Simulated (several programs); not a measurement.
HfS2 built on the CdI2 prototype, relaxed with r2SCAN+rVV10 in Ansatz, was computed with several methods. The symmetry is P-3m1 (No. 164, trigonal); conventional cell a = 3.630 Å, c = 5.878 Å, 22.36 Å³ an atom. Around Hf lie 6 S at 2.54 Å; around S lie 3 Hf at 2.54 Å. (Simulation; spin polarisation is off.)

```cif
data_structure
_symmetry_space_group_name_H-M 'P 1'
_symmetry_Int_Tables_number 1
_cell_length_a 3.6303
_cell_length_b 3.6303
_cell_length_c 5.8784
_cell_angle_alpha 90.000
_cell_angle_beta 90.000
_cell_angle_gamma 120.000
_cell_volume 67.09
loop_
_atom_site_label
_atom_site_type_symbol
_atom_site_fract_x
_atom_site_fract_y
_atom_site_fract_z
_atom_site_occupancy
Hf1 Hf 0.00000 0.00000 0.00000 1
S1 S 0.33333 0.66667 0.24463 1
S2 S 0.66667 0.33333 0.75537 1
```

Gaps and times are for a single point on this cell; volume and bulk modulus come from each method's own relaxation or energy curve at fixed shape, which is too stiff where a cell has free coordinates or axes. Times are rough, from shared hosts (Arm Neoverse V1; Arm Neoverse V2; Intel Xeon Platinum 8488C), and each method has its own mesh and cell size. A double dagger marks a value from a curve with shape and coordinates held. PM7 (MOPAC), GFN1-xTB (tblite), GFN2-xTB (tblite) treat a cluster of cells at its zone centre, which samples few k points: where these miss a band edge, the gap comes out too large for that reason alone. Gaps from k meshes are read at a limited set of points (mesh, symmetry points, PBE's band edges), so each method's own least gap may be somewhat smaller. xTB and the PM methods were fitted mostly to molecules, and can miss a solid's gap by electronvolts. Minimal bases can be far off for gaps. Times of the plane-wave ladder aren't listed, since it ran on unlike processors and cards. Curves at held shape can't give the bulk modulus of a layered or molecular crystal, so none is listed. GLLB-SC's gap includes the derivative discontinuity. G0W0 is at finite bands, cutoff and mesh. d marks a direct gap, i an indirect one (no mark: not told apart), a dash a value that wasn't computed or didn't pass its checks.

```tsv
method	kind	gap (eV)	own volume (Å³/atom)	bulk modulus (GPa)	atoms computed	processor time
PBE-D3(BJ)	semilocal	–	21.70	–	3	–
r2SCAN+rVV10	semilocal	–	22.36	–	3	–
PBE-D4	semilocal	–	22.12	–	3	–
light PBE (260 eV and a coarse mesh)	light plane-wave	1.00 i	22.89‡	–	3	1.1 s
GFN1-xTB (tblite)	tight binding	0.96	22.95‡	–	cluster	3 s
LDA	semilocal	0.87 i	–	–	3	–
GFN2-xTB (tblite)	tight binding	0.66	–	–	cluster	5 s
PBE	semilocal	1.03 i	–	–	3	–
PBE/SZV (CP2K)	small basis	0.73 i	20.42‡	–	3	6.4 s
r2SCAN	semilocal	1.34 i	–	–	3	–
PBE/DZVP (CP2K)	small basis	1.14 i	22.39‡	–	3	17 s
PM7 (MOPAC)	semi-empirical	5.61	–	–	cluster	40 s
GLLB-SC (GPAW)	model potential	2.10	–	–	3	42 s
G0W0@PBE0 (180 eV screening cutoff)	many-body	2.50	–	–	3	–
PBE/single zeta (GPAW)	small basis	1.03 i	–	–	3	55 s
PBE+SOC	semilocal	1.02 i	–	–	3	–
G0W0@r2SCAN (180 eV screening cutoff)	many-body	2.14	–	–	3	–
LC-ωPBE	hybrid	6.55 i	–	–	3	–
G0W0@PBE (260 eV screening cutoff)	many-body	1.95	–	–	3	–
G0W0@HSE06 (180 eV screening cutoff)	many-body	2.31	–	–	3	–
PBE0	hybrid	2.54 i	–	–	3	–
HSE06	hybrid	1.85 i	–	–	3	–
r2SCANh	hybrid	1.90 i	–	–	3	–
G0W0@LDA (140 eV screening cutoff)	many-body	1.88	–	–	3	–
DDH-PBE0	hybrid	1.72 i	–	–	3	–
HSE06+SOC	hybrid	1.84 i	–	–	3	–
```

Q: How far from the measured values lie the methods that can be set against them?

A:
- Band gap, measured 1.96 eV: light PBE (260 eV and a coarse mesh) -0.96 eV, GFN1-xTB (tblite) -1.00 eV, LDA -1.09 eV, GFN2-xTB (tblite) -1.30 eV, PBE -0.93 eV, PBE/SZV (CP2K) -1.23 eV, r2SCAN -0.62 eV, PBE/DZVP (CP2K) -0.82 eV, PM7 (MOPAC) +3.65 eV, GLLB-SC (GPAW) +0.14 eV, G0W0@PBE0 (180 eV screening cutoff) +0.54 eV, PBE/single zeta (GPAW) -0.93 eV, PBE+SOC -0.94 eV, G0W0@r2SCAN (180 eV screening cutoff) +0.18 eV, LC-ωPBE +4.59 eV, G0W0@PBE (260 eV screening cutoff) -0.01 eV, G0W0@HSE06 (180 eV screening cutoff) +0.35 eV, PBE0 +0.58 eV, HSE06 -0.11 eV, r2SCANh -0.06 eV, G0W0@LDA (140 eV screening cutoff) -0.08 eV, DDH-PBE0 -0.24 eV, HSE06+SOC -0.12 eV.
- Volume, measured 22.29 Å³ an atom: PBE-D3(BJ) -2.7 %, r2SCAN+rVV10 +0.3 %, PBE-D4 -0.8 %.
The calculations are for a static lattice; samples hold vibrations, temperature and, in optical gaps, excitons. A measured value is shown where most reports agree with it, and only for the quantities listed. Sources: 1.96 eV (fundamental indirect gap, first of three quoted experimental values; “Stress-Tuned Optical Transitions in Layered 1T-MX2 (M=Hf, Zr, Sn; X=S, Se) Crystals”; Literature value, temperature not stated; other quoted experiments give 1.80 and 1.87 eV.; 2022; pmc:9565717); 22.29 Å³ an atom (from the lattice constants; a, quoted experimental value; “Stress-Tuned Optical Transitions in Layered 1T-MX2 (M=Hf, Zr, Sn; X=S, Se) Crystals”; Literature value; measurement temperature not stated.; 2022; pmc:9565717).

Only the rows marked +SOC include spin-orbit coupling.
